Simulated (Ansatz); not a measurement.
**Property card for WSe2**

All numbers below come from DFT PBEsol, scalar-relativistic, plane waves, PAW in Ansatz.

Plane waves to 420 eV, a k mesh through Γ of 12×12×2 on the computed 6-atom cell and Gaussian smearing (0.02 eV); no spin polarisation.

The structure is relaxed at this level of theory with its symmetry kept. This form isn't the usual stable structure of the compound.

```cif
data_structure
_symmetry_space_group_name_H-M 'P 1'
_symmetry_Int_Tables_number 1
_cell_length_a 3.2706
_cell_length_b 3.2706
_cell_length_c 23.9835
_cell_angle_alpha 90.000
_cell_angle_beta 90.000
_cell_angle_gamma 120.000
_cell_volume 222.18
loop_
_atom_site_label
_atom_site_type_symbol
_atom_site_fract_x
_atom_site_fract_y
_atom_site_fract_z
_atom_site_occupancy
W1 W 0.66667 0.33333 0.13765 1
W2 W 0.33333 0.66667 0.86235 1
Se1 Se 0.33333 0.66667 0.20737 1
Se2 Se 0.66667 0.33333 0.93216 1
Se3 Se 0.33333 0.66667 0.06784 1
Se4 Se 0.66667 0.33333 0.79263 1
```

| Quantity | Value |
| --- | --- |
| Space group | P-3m1 (No. 164) |
| Volume per atom | 37.03 Å³ |
| Formation energy from the elements' standard states (uncorrected) | -0.588 eV/atom |
| Kohn–Sham band gap | 1.40 eV, indirect from K to (0.180, 0.180, 0.000) |
| Löwdin character of the top 1 eV of the valence band | W 5d 61 %, Se 4p 35 % |
| Löwdin character of the lowest 1 eV of the conduction band | W 5d 64 %, Se 4p 29 % |
| Electron masses at the edge by Cartesian direction of the standard setting (m_e; degenerate bands sorted by energy; no spin-orbit coupling) | x: 0.56; y: 0.50; z: over 30 |
| Hole masses at the edge by Cartesian direction of the standard setting (m_e; degenerate bands sorted by energy; no spin-orbit coupling) | x: 0.44; y: 0.44; z: over 30 |
| Bader charges (e) | W (2 in the cell) 1.04, Se (2 in the cell) -0.52, Se (2 in the cell) -0.52 |

Spin-orbit coupling is left out, which matters for the bands of heavy elements. Each cell of WSe2 holds layers, and where no dispersion correction was added their binding is poorly described.